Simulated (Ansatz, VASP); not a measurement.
## One calculation of W, two programs

File INCAR:

```
SYSTEM = W
PREC = Accurate ; ENCUT = 520
EDIFF = 1E-7 ; ISMEAR = 0
SIGMA = 0.1 ; LREAL = .FALSE.
LASPH = .TRUE. ; NELM = 100
ALGO = Normal ; ISIF = 2
LWAVE = .FALSE. ; LCHARG = .FALSE.
GGA = PE ; NBANDS = 36
```

The input KPOINTS:

```
regular mesh
0
G
  9 9 2
  0 0 0
```

POSCAR

```
W
1.0
    2.9009331593      0.0000000000      0.0000000000
   -1.4504665796      2.5122818107      0.0000000000
    0.0000000000      0.0000000000      9.3560820043
W
4
Direct
    0.0000000000      0.0000000000      0.0000000000
    0.0000000000      0.0000000000      0.5000000000
    0.3333333333      0.6666666667      0.7500000000
    0.6666666667      0.3333333333      0.2500000000
```

Input for Ansatz:

```yaml
crystal:
  lattice:
    - [2.9009331593, 0.0, 0.0]
    - [-1.4504665796, 2.5122818107, 0.0]
    - [0.0, 0.0, 9.3560820043]
  atoms:
    - { symbol: W, position: [0.0, 0.0, 0.0] }
    - { symbol: W, position: [0.0, 0.0, 0.5] }
    - { symbol: W, position: [0.3333333333, 0.6666666667, 0.75] }
    - { symbol: W, position: [0.6666666667, 0.3333333333, 0.25] }
basis:
  ecutwfc: 420
kpoints:
  mp_grid: { grid: [9, 9, 2] }
hamiltonian:
  xc: pbe
scf:
  occupations: { method: gaussian, width: 0.1 }
  lower_state_search: "off"
output:
  forces: true
  stress: true
  eigenvalues: true
```

Alike in both runs: task single point; functional PBE; k mesh 9 × 9 × 2; occupations gaussian, width 0.1 eV; no spin polarisation.

```csv
,VASP,Ansatz
version,VASP 6.6.1,Ansatz 0.2.0
potentials or method,"VASP PAW PBE potentials, release 64 (W_sv)","scalar-relativistic, plane waves, PAW"
plane-wave cutoff (eV),520,420
valence electrons in the cell,56,56
```

|  | VASP | Ansatz | Ansatz less VASP |
| --- | --- | --- | --- |
| gap on the k mesh at the Fermi level (eV) | none | none | - |
| pressure (GPa) | -9.1 | -9.5 | -0.39 |
| largest component of the traceless stress (GPa) | 6.32 | 6.20 | -0.117 |

A gap of «none» marks a metal or a gap that the smearing closes. The functional is the same, so the differences come from potentials, cutoffs and numerics.

The runs have no spin-orbit coupling, so splittings on W are missing.
